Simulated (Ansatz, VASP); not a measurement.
# Hf in VASP and in Ansatz

The input INCAR:

```
SYSTEM = Hf
PREC = Accurate
ENCUT = 520
EDIFF = 1E-6
ISMEAR = 0
SIGMA = 0.05
LREAL = .FALSE.
LASPH = .TRUE.
NELM = 80
ALGO = Normal
ISIF = 2
LWAVE = .FALSE.
LCHARG = .TRUE.
GGA = PS
LELF = .TRUE.
LVHAR = .TRUE.
NBANDS = 11
```

File KPOINTS:

```
regular mesh
0
G
  8 8 8
  0 0 0
```

Contents of POSCAR:

```
Hf
1.0
   -1.7415174011      1.7415174011      1.7415174011
    1.7415174011     -1.7415174011      1.7415174011
    1.7415174011      1.7415174011     -1.7415174011
Hf
1
Direct
    0.0000000000      0.0000000000      0.0000000000
```

Input for Ansatz:

```yaml
crystal:
  lattice:
    - [-1.741517401128706, 1.741517401128706, 1.741517401128706]
    - [1.741517401128706, -1.741517401128706, 1.741517401128706]
    - [1.741517401128706, 1.741517401128706, -1.741517401128706]
  atoms:
    - { symbol: Hf, position: [-1.5986425703171895e-33, 6.682649736767933e-33, 5.712544160267126e-33] }
kpoints:
  mp_grid:
    grid: [8, 8, 8]
hamiltonian:
  xc: pbesol
scf:
  occupations:
    method: gaussian
    width: 0.05
output:
  forces: true
  stress: true
```

This isn't the form of Hf at room conditions, which is hcp.

Alike in both runs: task single point; functional PBEsol; k mesh 8 × 8 × 8; occupations gaussian, width 0.05 eV; no spin polarisation.

|  | VASP | Ansatz |
| --- | --- | --- |
| version | VASP 6.6.1 | Ansatz 0.2.0 |
| potentials or method | VASP PAW PBE potentials, release 64 (Hf_pv) | plane waves, PAW |
| plane-wave cutoff (eV) | 520 | 420 |
| valence electrons in the cell | 10 | 26 |

```csv
,VASP,Ansatz,Ansatz less VASP
pressure (GPa),0.8,1.0,+0.23
```

The two sets of potentials don't hold the same shells in valence.

Caveats: the PAW data sets were made with another functional, which shifts forces and pressure a little (VASP). Spin-orbit coupling is left out, which matters for the levels of Hf.
